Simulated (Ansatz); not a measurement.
Wires are cut from relaxed bulk GaSb (F-43m, 28.53 Å³/atom, gap on the mesh 0.00 eV); atoms and period are relaxed, and energies count from that bulk. Caps count from half an H2 molecule.

Theory: DFT PBEsol, scalar-relativistic, plane waves, PAW (Ansatz).

Cutoff 420 eV, Gaussian smearing of 0.05 eV, energies at zero smearing, symmetry of each start kept, no spin polarisation.

| start | atoms | k mesh | excess energy (eV per host atom) | line energy (eV/Å) | period (Å) | gap on the mesh (eV) | highest filled level or Fermi level under vacuum (eV) |
| --- | --- | --- | --- | --- | --- | --- | --- |
| [111] wire, 8 host atoms a period with H caps | 22 | 1×1×5 | 0.672 | 0.510 | 10.551 | 3.51 | 5.90 |
| [111] wire, 14 host atoms a period with H caps | 32 | 1×1×5 | 0.530 | 0.708 | 10.476 | 2.71 | 5.62 |
| [111] wire, 16 host atoms a period with H caps | 38 | 1×1×5 | 0.536 | 0.819 | 10.476 | 2.79 | 5.50 |

Spin-orbit coupling is left out, which matters for the bands of heavy elements. The gap is read on a mesh, which can miss the band edges, so it can be too wide.

Each run keeps its start's symmetry and one magnetic start, so lower states can exist.

Cost: 3 runs of about 81 core-minutes in all, on Intel Xeon Platinum 8488C (Sapphire Rapids) (shared hosts).